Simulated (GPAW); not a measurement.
# Work function of B/Hf(0001) at several levels

Aim: the work function of both faces of B/Hf(0001), and its spread over functionals and bases.

Program: GPAW 26.7.0. Level of theory: GPAW, PAW setups; slab in vacuum, relaxation, in the first sound run; inputs show where later runs differ. Results are calculated unless marked as measured.

### Step 1. The starting structure

The cell holds 5 atoms: 4 Hf and 1 B. Its edges and angles: a = 3.200 Å, b = 3.200 Å, c = 25.409 Å, α = 90.0°, β = 90.0°, γ = 60.0°. Vacuum lies along c.

Coordinates:

```cif
data_structure
_symmetry_space_group_name_H-M 'P 1'
_symmetry_Int_Tables_number 1
_cell_length_a 3.2000
_cell_length_b 3.2000
_cell_length_c 25.4087
_cell_angle_alpha 90.000
_cell_angle_beta 90.000
_cell_angle_gamma 60.000
_cell_volume 225.33
loop_
_atom_site_label
_atom_site_type_symbol
_atom_site_fract_x
_atom_site_fract_y
_atom_site_fract_z
_atom_site_occupancy
Hf1 Hf 0.66667 0.66667 0.31485 1
Hf2 Hf 0.00000 0.00000 0.41447 1
Hf3 Hf 0.66667 0.66667 0.51409 1
Hf4 Hf 0.00000 0.00000 0.61371 1
B5 B 0.33333 0.33333 0.68515 1
```

### Step 2. Relaxing the atoms

Forces are removed first; all later runs use this geometry. The lowest 2 atoms are held at bulk positions and keep their forces.

The input, run.py:

```python
import json
import numpy as np
from ase import Atoms
from ase.constraints import FixAtoms
from ase.optimize import BFGS
from gpaw import GPAW, PW

slab = Atoms(
    ['Hf', 'Hf', 'Hf', 'Hf', 'B'],
    positions=[
        [3.20000, 1.84752, 8.00000],
        [0.00000, 0.00000, 10.53120],
        [3.20000, 1.84752, 13.06240],
        [0.00000, 0.00000, 15.59360],
        [1.60000, 0.92376, 17.40875]],
    cell=[[3.2, 0.0, 0.0], [1.6, 2.77128, 0.0], [0.0, 0.0, 25.40875]],
    pbc=[True, True, False])

slab.calc = GPAW(mode=PW(500), xc='PBE', kpts={'size': (11, 11, 1), 'gamma': True},
                 occupations={'name': 'fermi-dirac', 'width': 0.1}, nbands='200%',
                 convergence={'density': 1e-05}, maxiter=200,
                 poissonsolver={'dipolelayer': 'xy'},
                 symmetry={'tolerance': 1e-3, 'extra_ids': [1, 1, 0, 0, 0]}, txt='slab.txt')
result = {}
slab.set_constraint(FixAtoms([0, 1]))
path = []
opt = BFGS(slab, maxstep=0.2)
opt.attach(lambda: path.append((slab.get_potential_energy(), slab.positions.tolist(), slab.get_forces().tolist())))
result['relaxed'] = bool(opt.run(fmax=0.03, steps=40))
result['path'] = path
energy = slab.get_potential_energy()
fermi = slab.calc.get_fermi_level()
v = slab.calc.get_electrostatic_potential().mean((0, 1)) - fermi
n = slab.calc.get_pseudo_density().mean((0, 1))
L = slab.cell[2, 2]
z = np.arange(len(v)) * L / len(v)
low, high = slab.positions[:, 2].min(), slab.positions[:, 2].max()
below, above = np.interp([low - 5.8, high + 5.8], z, v)
slopes = [np.interp(x, z, np.gradient(v, z)) for x in (low - 5.8, high + 5.8)]
eps = np.array([[slab.calc.get_eigenvalues(k, s) for k in range(len(slab.calc.get_ibz_k_points()))]
                for s in range(slab.calc.get_number_of_spins())]) - fermi
top, bottom = eps[eps < 0].max(), eps[eps > 0].min()
dipole = slab.get_dipole_moment()[2]
print(f'energy {energy:.4f} eV, Fermi level {fermi:.4f} eV, dipole {dipole:.5f} e A')
print(f'potential 5.8 A off the faces, from the Fermi level: lower {below:.4f} eV, upper {above:.4f} eV')
print(f'slope of the potential there: lower {slopes[0]:.5f}, upper {slopes[1]:.5f} eV/A')
print(f'nearest levels on the mesh: {top:.4f} and {bottom:.4f} eV')
print('magnetic moment', round(slab.get_magnetic_moment(), 3))
result.update(energy=energy, fermi=fermi, dipole=dipole, below=below, above=above, slopes=slopes, edges=[top, bottom],
              z=z.tolist(), v=v.tolist(), n=n.tolist(), positions=slab.positions.tolist(),
              forces=slab.get_forces(apply_constraint=False).tolist(), moments=slab.get_magnetic_moments().tolist())
json.dump(result, open('result.json', 'w'))
```

On the command line:

```
> OMP_NUM_THREADS=1 OPENBLAS_NUM_THREADS=1 python run.py
```

Output:

```text
Step          Energy          fmax
BFGS:    0      -32.792868        1.681302
BFGS:    1      -32.861614        1.483390
BFGS:    2      -32.989509        1.065949
BFGS:    3      -33.050036        0.180695
BFGS:    4      -33.051705        0.163302
BFGS:    5      -33.052323        0.146313
BFGS:    6      -33.054052        0.099044
BFGS:    7      -33.054676        0.057709
BFGS:    8      -33.054807        0.017993
energy -32.9592 eV, Fermi level 1.4319 eV, dipole -0.06057 e A
potential 5.8 A off the faces, from the Fermi level: lower 4.3473 eV, upper 5.5759 eV
slope of the potential there: lower -0.00027, upper -0.00005 eV/A
nearest levels on the mesh: -0.0061 and 0.0711 eV
magnetic moment 0.0
```

Run time: 28 min. Hardware: 1 thread of Arm Neoverse V1, shared host; peak memory 0.3 GiB.

Step by step:

| step | energy less that of the first step (eV) | largest force (eV/Å) |
| --- | --- | --- |
| 1 | 0.0000 | 1.6813 |
| 2 | -0.0695 | 1.4834 |
| 3 | -0.1793 | 1.0659 |
| 4 | -0.2527 | 0.1807 |
| 5 | -0.2532 | 0.1633 |
| 6 | -0.2535 | 0.1463 |
| 7 | -0.2548 | 0.0990 |
| 8 | -0.2557 | 0.0577 |
| 9 | -0.2561 | 0.0180 |

The atoms that moved most (Å):

| atom | dx | dy | dz | length |
| --- | --- | --- | --- | --- |
| B5 | 0.000 | 0.000 | -0.154 | 0.154 |
| Hf4 | 0.000 | 0.000 | 0.142 | 0.142 |
| Hf3 | 0.000 | 0.000 | 0.040 | 0.040 |

The relaxed structure:

```
Hf B
1.0
     3.20000    0.00000    0.00000
     1.60000    2.77128    0.00000
     0.00000    0.00000   25.40875
Hf B
4 1
Direct
  0.66667 0.66667 0.31485
  0.00000 0.00000 0.41447
  0.66667 0.66667 0.51567
  0.00000 0.00000 0.61931
  0.33333 0.33333 0.67908
```

This step gave:

| Item | Value |
| --- | --- |
| dipole along the normal | -0.06057 e·Å |
| levels nearest the Fermi level on the mesh | -0.006126, 0.07106 eV from the Fermi level |
| upper work function | 5.576 eV |
| lower work function | 4.347 eV |

The electrostatic potential energy of an electron (without an applied field's), less the Fermi level, planar mean oscillates, so the rows of the table below give means over windows of 2.54 Å about each position, cut where the curve ends. Its maxima inside the range that stand out by 2 % of the span (Å: eV): 9.2: -0.431, 11.9: -0.377, 14.4: 0.00655, 16.8: -4.33. Its minima: 8.0: -22.8, 10.5: -22.6, 13.1: -22.5, 15.7: -22.3, 17.2: -8.19.

Electrostatic potential energy of an electron (without an applied field's), less the Fermi level, planar mean against z; means over each step:

z (Å), electrostatic potential energy of an electron (without an applied field's), less the Fermi level, planar mean (eV) and a bar from the least value:
```
     1.27        4.4 ############################
     3.81        4.3 ############################
     6.35        0.2 ####################
     8.89       -9.8 #
    11.43       -9.6 ##
    13.97       -9.2 ###
    16.51      -10.6 
    19.05        4.8 #############################
    21.59        5.6 ##############################
    24.13        5.5 ##############################
```

The pseudo valence density, planar mean oscillates, so the rows of the table below give means over windows of 2.63 Å about each position, cut where the curve ends. Its maxima inside the range that stand out by 2 % of the span (Å: e/Å³): 7.9: 1.14, 10.5: 1.18, 13.2: 1.16, 15.8: 1.16. Its minima: 9.2: 0.193, 11.9: 0.183, 14.5: 0.171.

Pseudo valence density, planar mean against z; means over each step:

| z (Å) | pseudo valence density, planar mean (e/Å³) |
| --- | --- |
| 1.31 | 2.0e-6 |
| 3.94 | 7.4e-4 |
| 6.57 | 0.209 |
| 9.21 | 0.558 |
| 11.83 | 0.539 |
| 14.46 | 0.513 |
| 17.09 | 0.361 |
| 19.73 | 0.00575 |
| 22.36 | 2.9e-6 |

The relaxation lowered the energy of the cell by 0.256 eV (energies extrapolated to zero smearing; the optimiser's log prints free energies). The largest force left on a free atom is 0.018 eV/Å.

### Step 3. The slab's potential

With the geometry fixed, the planar mean of the potential gives the vacuum level on each side.

This step: GPAW, PAW setups; slab in vacuum (GPAW 26.7.0).

run.py: that of step 2 with these lines changed.

```diff
@@ -3,4 +3,2 @@
 from ase import Atoms
-from ase.constraints import FixAtoms
-from ase.optimize import BFGS
 from gpaw import GPAW, PW
@@ -12,5 +10,5 @@
         [0.00000, 0.00000, 10.53120],
-        [3.20000, 1.84752, 13.06240],
-        [0.00000, 0.00000, 15.59360],
-        [1.60000, 0.92376, 17.40875]],
+        [3.20000, 1.84752, 13.10263],
+        [0.00000, 0.00000, 15.73583],
+        [1.60000, 0.92376, 17.25465]],
     cell=[[3.2, 0.0, 0.0], [1.6, 2.77128, 0.0], [0.0, 0.0, 25.40875]],
@@ -22,10 +20,4 @@
                  poissonsolver={'dipolelayer': 'xy'},
-                 symmetry={'tolerance': 1e-3, 'extra_ids': [1, 1, 0, 0, 0]}, txt='slab.txt')
+                 symmetry={'tolerance': 1e-3}, txt='slab.txt')
 result = {}
-slab.set_constraint(FixAtoms([0, 1]))
-path = []
-opt = BFGS(slab, maxstep=0.2)
-opt.attach(lambda: path.append((slab.get_potential_energy(), slab.positions.tolist(), slab.get_forces().tolist())))
-result['relaxed'] = bool(opt.run(fmax=0.03, steps=40))
-result['path'] = path
 energy = slab.get_potential_energy()
```

Output:

```text
energy -32.9592 eV, Fermi level 1.4319 eV, dipole -0.06058 e A
potential 5.8 A off the faces, from the Fermi level: lower 4.3472 eV, upper 5.5759 eV
slope of the potential there: lower -0.00027, upper -0.00005 eV/A
nearest levels on the mesh: -0.0061 and 0.0710 eV
magnetic moment 0.0
```

The job ended after 3.6 min (1 thread; peak memory 0.3 GiB).

This step gave:

- dipole along the normal: -0.06058 e·Å
- levels nearest the Fermi level on the mesh: -0.006131, 0.07105 eV from the Fermi level

The electrostatic potential energy of an electron (without an applied field's), less the Fermi level, planar mean by z:

| z (Å) | electrostatic potential energy of an electron (without an applied field's), less the Fermi level, planar mean (eV) |
| --- | --- |
| 0.0 | 4.96 |
| 0.5 | 4.35 |
| 1.0 | 4.35 |
| 1.5 | 4.35 |
| 2.0 | 4.35 |
| 2.5 | 4.35 |
| 3.0 | 4.35 |
| 3.5 | 4.34 |
| 4.0 | 4.34 |
| 4.5 | 4.32 |
| 5.0 | 4.26 |
| 5.5 | 4.08 |
| 6.0 | 3.55 |
| 6.5 | 2.07 |
| 7.0 | -1.92 |
| 7.5 | -12.3 |
| 8.0 | -22.8 |
| 8.5 | -11.8 |
| 9.0 | -1.71 |
| 9.5 | -1.35 |
| 10.0 | -10.8 |
| 10.5 | -22.5 |
| 11.0 | -12.8 |
| 11.5 | -2.12 |
| 12.0 | -0.930 |
| 12.5 | -8.85 |
| 13.0 | -21.9 |
| 13.5 | -14.8 |
| 14.0 | -2.87 |
| 14.5 | -0.0931 |
| 15.0 | -5.62 |
| 15.5 | -19.1 |
| 16.0 | -18.5 |
| 16.5 | -6.13 |
| 17.0 | -6.13 |
| 17.5 | -4.46 |
| 18.0 | 2.67 |
| 18.5 | 4.85 |
| 19.0 | 5.41 |
| 19.5 | 5.54 |
| 20.0 | 5.57 |
| 20.5 | 5.57 |
| 21.0 | 5.58 |
| 21.5 | 5.58 |
| 22.0 | 5.58 |
| 22.5 | 5.58 |
| 23.0 | 5.58 |
| 23.5 | 5.58 |
| 24.0 | 5.58 |
| 24.5 | 5.58 |
| 25.0 | 5.54 |

The pseudo valence density, planar mean by z:

z (Å), pseudo valence density, planar mean (e/Å³) and a bar:
```
      3.5       0.00 
      4.0       0.00 
      4.5       0.00 
      5.0       0.00 
      5.5       0.01 
      6.0       0.02 #
      6.5       0.05 #
      7.0       0.15 ####
      7.5       0.54 ##############
      8.0       1.14 ##############################
      8.5       0.55 ##############
      9.0       0.22 ######
      9.5       0.22 ######
     10.0       0.51 #############
     10.5       1.15 ##############################
     11.0       0.59 ################
     11.5       0.22 ######
     12.0       0.20 #####
     12.5       0.44 ###########
     13.0       1.12 #############################
     13.5       0.69 ##################
     14.0       0.24 ######
     14.5       0.17 ####
     15.0       0.32 ########
     15.5       0.95 #########################
     16.0       0.93 ########################
     16.5       0.39 ##########
     17.0       0.30 ########
     17.5       0.23 ######
     18.0       0.11 ###
     18.5       0.03 #
     19.0       0.01 
     19.5       0.00 
     20.0       0.00 
     20.5       0.00
```

Force by atom:

| atom | x (eV/Å) | y (eV/Å) | z (eV/Å) | size |
| --- | --- | --- | --- | --- |
| Hf1 | 0.000 | 0.000 | 0.539 | 0.539 |
| Hf2 | 0.000 | 0.000 | -0.508 | 0.508 |
| Hf3 | 0.000 | 0.000 | -0.010 | 0.010 |
| Hf4 | 0.000 | 0.000 | -0.018 | 0.018 |
| B5 | 0.000 | 0.000 | -0.002 | 0.002 |

The potential is flat to 2.7e-4 eV/Å where it is read, so the vacuum is wide enough.

### Step 4. Self-consistent run: xc = "RPBE"

The same geometry under RPBE, to see how far the functional moves the levels against the vacuum.

run.py: that of step 3 with these lines changed.

```diff
@@ -16,3 +16,3 @@
 
-slab.calc = GPAW(mode=PW(500), xc='PBE', kpts={'size': (11, 11, 1), 'gamma': True},
+slab.calc = GPAW(mode=PW(500), xc='RPBE', kpts={'size': (11, 11, 1), 'gamma': True},
                  occupations={'name': 'fermi-dirac', 'width': 0.1}, nbands='200%',
```

Output:

```text
energy -31.1522 eV, Fermi level 1.5289 eV, dipole -0.06193 e A
potential 5.8 A off the faces, from the Fermi level: lower 4.2389 eV, upper 5.4953 eV
slope of the potential there: lower -0.00032, upper -0.00005 eV/A
nearest levels on the mesh: -0.0004 and 0.0707 eV
magnetic moment 0.0
```

It took 3.4 min on 1 thread; peak memory 0.3 GiB.

This step gave:

```
dipole along the normal                    : -0.06193 e·Å
levels nearest the Fermi level on the mesh : -3.53e-4, 0.07074 eV from the Fermi level
upper work function                        : 5.495 eV
lower work function                        : 4.239 eV
```

The electrostatic potential energy of an electron (without an applied field's), less the Fermi level, planar mean by z:

| z (Å) | electrostatic potential energy of an electron (without an applied field's), less the Fermi level, planar mean (eV) |
| --- | --- |
| 0.0 | 4.87 |
| 0.5 | 4.24 |
| 1.0 | 4.24 |
| 1.5 | 4.24 |
| 2.0 | 4.24 |
| 2.5 | 4.24 |
| 3.0 | 4.24 |
| 3.5 | 4.24 |
| 4.0 | 4.23 |
| 4.5 | 4.21 |
| 5.0 | 4.15 |
| 5.5 | 3.97 |
| 6.0 | 3.44 |
| 6.5 | 1.96 |
| 7.0 | -2.02 |
| 7.5 | -12.4 |
| 8.0 | -22.9 |
| 8.5 | -11.9 |
| 9.0 | -1.81 |
| 9.5 | -1.46 |
| 10.0 | -10.9 |
| 10.5 | -22.5 |
| 11.0 | -12.9 |
| 11.5 | -2.22 |
| 12.0 | -1.03 |
| 12.5 | -8.96 |
| 13.0 | -22.0 |
| 13.5 | -14.9 |
| 14.0 | -2.98 |
| 14.5 | -0.193 |
| 15.0 | -5.72 |
| 15.5 | -19.2 |
| 16.0 | -18.6 |
| 16.5 | -6.24 |
| 17.0 | -6.23 |
| 17.5 | -4.54 |
| 18.0 | 2.60 |
| 18.5 | 4.78 |
| 19.0 | 5.32 |
| 19.5 | 5.45 |
| 20.0 | 5.49 |
| 20.5 | 5.49 |
| 21.0 | 5.49 |
| 21.5 | 5.50 |
| 22.0 | 5.50 |
| 22.5 | 5.50 |
| 23.0 | 5.50 |
| 23.5 | 5.50 |
| 24.0 | 5.50 |
| 24.5 | 5.50 |
| 25.0 | 5.46 |

The pseudo valence density, planar mean oscillates, so the rows of the table below give means over windows of 2.63 Å about each position, cut where the curve ends. Its maxima inside the range that stand out by 2 % of the span (Å: e/Å³): 7.9: 1.14, 10.5: 1.18, 13.2: 1.16, 15.8: 1.17. Its minima: 9.2: 0.194, 11.9: 0.183, 14.5: 0.171.

Pseudo valence density, planar mean against z; means over each step:

| z (Å) | pseudo valence density, planar mean (e/Å³) |
| --- | --- |
| 1.31 | 2.2e-6 |
| 3.94 | 7.4e-4 |
| 6.57 | 0.209 |
| 9.21 | 0.558 |
| 11.83 | 0.539 |
| 14.46 | 0.513 |
| 17.09 | 0.361 |
| 19.73 | 0.00570 |
| 22.36 | 3.1e-6 |

Force by atom:

| atom | x (eV/Å) | y (eV/Å) | z (eV/Å) | size |
| --- | --- | --- | --- | --- |
| Hf1 | 0.000 | 0.000 | 0.364 | 0.364 |
| Hf2 | 0.000 | 0.000 | -0.491 | 0.491 |
| Hf3 | 0.000 | 0.000 | 0.007 | 0.007 |
| Hf4 | 0.000 | 0.000 | -0.070 | 0.070 |
| B5 | 0.000 | 0.000 | 0.191 | 0.191 |

The upper face's work function is 5.495 eV, against 5.576 eV in the first plane-wave PBE run at this geometry.

### Step 5. Self-consistent run: xc = "LDA"

The same geometry under LDA, to see how far the functional moves the levels against the vacuum.

run.py: that of step 4 with these lines changed.

```diff
@@ -16,3 +16,3 @@
 
-slab.calc = GPAW(mode=PW(500), xc='RPBE', kpts={'size': (11, 11, 1), 'gamma': True},
+slab.calc = GPAW(mode=PW(500), xc='LDA', kpts={'size': (11, 11, 1), 'gamma': True},
                  occupations={'name': 'fermi-dirac', 'width': 0.1}, nbands='200%',
```

Output:

```text
energy -36.4004 eV, Fermi level 1.1933 eV, dipole -0.05955 e A
potential 5.8 A off the faces, from the Fermi level: lower 4.5348 eV, upper 5.7429 eV
slope of the potential there: lower -0.00021, upper -0.00005 eV/A
nearest levels on the mesh: -0.0217 and 0.0602 eV
magnetic moment 0.0
```

It took 3.6 min on 1 thread; peak memory 0.3 GiB.

Numbers from this step:

```yaml
dipole_along_the_normal: -0.05955 e·Å
levels_nearest_the_fermi_level_on_the_mesh: -0.02171, 0.06017 eV from the Fermi level
upper_work_function: 5.743 eV
lower_work_function: 4.535 eV
```

The electrostatic potential energy of an electron (without an applied field's), less the Fermi level, planar mean oscillates, so the rows of the table below give means over windows of 2.54 Å about each position, cut where the curve ends. Its maxima inside the range that stand out by 2 % of the span (Å: eV): 9.2: -0.123, 11.9: -0.0645, 14.4: 0.304, 16.8: -4.04. Its minima: 8.0: -22.5, 10.5: -22.3, 13.1: -22.2, 15.7: -21.9, 17.2: -8.01.

Electrostatic potential energy of an electron (without an applied field's), less the Fermi level, planar mean against z; means over each step:

z (Å), electrostatic potential energy of an electron (without an applied field's), less the Fermi level, planar mean (eV) and a bar from the least value:
```
     1.27        4.6 ############################
     3.81        4.5 ############################
     6.35        0.4 ####################
     8.89       -9.5 #
    11.43       -9.3 ##
    13.97       -8.8 ###
    16.51      -10.3 
    19.05        5.0 #############################
    21.59        5.7 ##############################
    24.13        5.7 ##############################
```

The upper face's work function is 5.743 eV, against 5.576 eV in the first plane-wave PBE run at this geometry.

### Step 6. Self-consistent run: xc = "revPBE"

The same geometry under revPBE, to see how far the functional moves the levels against the vacuum.

run.py: that of step 5 with these lines changed.

```diff
@@ -16,3 +16,3 @@
 
-slab.calc = GPAW(mode=PW(500), xc='LDA', kpts={'size': (11, 11, 1), 'gamma': True},
+slab.calc = GPAW(mode=PW(500), xc='revPBE', kpts={'size': (11, 11, 1), 'gamma': True},
                  occupations={'name': 'fermi-dirac', 'width': 0.1}, nbands='200%',
```

Output:

```text
energy -31.4546 eV, Fermi level 1.5128 eV, dipole -0.06139 e A
potential 5.8 A off the faces, from the Fermi level: lower 4.2495 eV, upper 5.4949 eV
slope of the potential there: lower -0.00030, upper -0.00005 eV/A
nearest levels on the mesh: -0.0019 and 0.0706 eV
magnetic moment 0.0
```

Elapsed: 3.4 min, on 1 thread; peak memory 0.3 GiB.

This step gave:

| Item | Value |
| --- | --- |
| dipole along the normal | -0.06139 e·Å |
| levels nearest the Fermi level on the mesh | -0.001883, 0.07056 eV from the Fermi level |
| upper work function | 5.495 eV |
| lower work function | 4.250 eV |

The electrostatic potential energy of an electron (without an applied field's), less the Fermi level, planar mean by z:

| z (Å) | electrostatic potential energy of an electron (without an applied field's), less the Fermi level, planar mean (eV) |
| --- | --- |
| 0.0 | 4.87 |
| 0.5 | 4.25 |
| 1.0 | 4.25 |
| 1.5 | 4.25 |
| 2.0 | 4.25 |
| 2.5 | 4.25 |
| 3.0 | 4.25 |
| 3.5 | 4.25 |
| 4.0 | 4.24 |
| 4.5 | 4.22 |
| 5.0 | 4.16 |
| 5.5 | 3.99 |
| 6.0 | 3.47 |
| 6.5 | 1.99 |
| 7.0 | -1.99 |
| 7.5 | -12.3 |
| 8.0 | -22.9 |
| 8.5 | -11.9 |
| 9.0 | -1.79 |
| 9.5 | -1.43 |
| 10.0 | -10.8 |
| 10.5 | -22.5 |
| 11.0 | -12.9 |
| 11.5 | -2.19 |
| 12.0 | -1.01 |
| 12.5 | -8.93 |
| 13.0 | -21.9 |
| 13.5 | -14.9 |
| 14.0 | -2.95 |
| 14.5 | -0.165 |
| 15.0 | -5.69 |
| 15.5 | -19.2 |
| 16.0 | -18.5 |
| 16.5 | -6.21 |
| 17.0 | -6.21 |
| 17.5 | -4.53 |
| 18.0 | 2.61 |
| 18.5 | 4.78 |
| 19.0 | 5.33 |
| 19.5 | 5.46 |
| 20.0 | 5.49 |
| 20.5 | 5.49 |
| 21.0 | 5.49 |
| 21.5 | 5.49 |
| 22.0 | 5.49 |
| 22.5 | 5.49 |
| 23.0 | 5.49 |
| 23.5 | 5.49 |
| 24.0 | 5.49 |
| 24.5 | 5.49 |
| 25.0 | 5.46 |

The upper face's work function is 5.495 eV, against 5.576 eV in the first plane-wave PBE run at this geometry.

[end of part 1 of 2]

[Logs are printed without paths, hosts, clocks, repeated set-up lines and the standing remarks that a program may print on its own settings, such as how far it seeks lower states.]

[Hosts, paths, dates, database ids (printed as entryN), source tags and the programs' standing remarks are cut or masked in the printed files.]
